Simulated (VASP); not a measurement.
A calculation with VASP 6.6.1 of ZrB2 (ASE script, structure from a P1 CIF):

The input run.py:

```python
from ase.calculators.vasp import Vasp
from ase.dft.bandgap import bandgap
from ase.io import read

atoms = read('ZrB2.cif')
calc = Vasp(
    directory='calc',
    xc='lda',
    pp='LDA',
    setups='materialsproject',
    prec='Accurate',
    encut=520,
    ediff=1e-07,
    ismear=0,
    sigma=0.1,
    lreal=False,
    lasph=True,
    nelm=80,
    algo='Normal',
    isif=2,
    lwave=False,
    lcharg=True,
    lelf=True,
    lvhar=True,
    kpts=[10, 10, 8],
    gamma=True,
)
atoms.calc = calc

print('energy (eV):', atoms.get_potential_energy())
print('free energy (eV):', atoms.get_potential_energy(force_consistent=True))
print('forces (eV/A):')
print(atoms.get_forces())
print('stress (eV/A^3, Voigt):', atoms.get_stress())
print('Fermi level (eV):', calc.get_fermi_level())
gap, top, bottom = bandgap(calc)
print('band gap (eV):', gap, 'from (spin, k, band)', top, 'to', bottom)
```

Contents of ZrB2.cif:

```cif
data_ZrB2
_cell_length_a 3.17000000
_cell_length_b 3.17000000
_cell_length_c 3.53300000
_cell_angle_alpha 90.00000000
_cell_angle_beta 90.00000000
_cell_angle_gamma 120.00000000
_space_group_name_H-M_alt 'P1'
_space_group_name_Hall 'P 1'
_space_group_IT_number 1
loop_
_space_group_symop_operation_xyz
'x,y,z'
loop_
_atom_site_label
_atom_site_type_symbol
_atom_site_symmetry_multiplicity
_atom_site_Wyckoff_symbol
_atom_site_fract_x
_atom_site_fract_y
_atom_site_fract_z
_atom_site_occupancy
Zr1 Zr 1 a 0.0000000000 0.0000000000 0.0000000000 1
B1 B 1 a 0.6666666667 0.3333333333 0.5000000000 1
B2 B 1 a 0.3333333333 0.6666666667 0.5000000000 1
```

Potentials or basis: VASP PAW LDA potentials, release 64 (Zr_sv, B).

Launch:

```console
$ python run.py
```

**Question.** Write the same calculation in another form: native input, structure from a POSCAR.

**Answer.** As run:

Contents of INCAR:

```
PREC = Accurate
ENCUT = 520
EDIFF = 1E-6
ISMEAR = 0
SIGMA = 0.1
LREAL = F
LASPH = T
NELM = 80
ALGO = Normal
ISIF = 2
LWAVE = F
LCHARG = F
GGA = CA
```

File KPOINTS:

```
regular mesh
0
Gamma
  10 10 8
```

The input POSCAR:

```
ZrB2
1.0
    3.1700000000      0.0000000000      0.0000000000
   -1.5850000000      2.7453005300      0.0000000000
    0.0000000000      0.0000000000      3.5330000000
Zr B
1 2
Direct
    0.0000000000      0.0000000000      0.0000000000
    0.6666666667      0.3333333333      0.5000000000
    0.3333333333      0.6666666667      0.5000000000
```

Potentials or basis: VASP PAW LDA potentials, release 64 (Zr_sv, B).

Command:

```sh
$ cat potpaw_LDA.64/Zr_sv/POTCAR potpaw_LDA.64/B/POTCAR > POTCAR
$ mpirun -np 1 vasp_std > vasp.out
```

Both were run:

|  | ASE script, structure from a P1 CIF | native input, structure from a POSCAR |
| --- | --- | --- |
| Pressure | -8.3 GPa | -8.3 GPa |
| Band gap on the k mesh | none (metal or under the smearing width) | none (metal or under the smearing width) |

Keys that steer only the numerical path or the files written may differ.
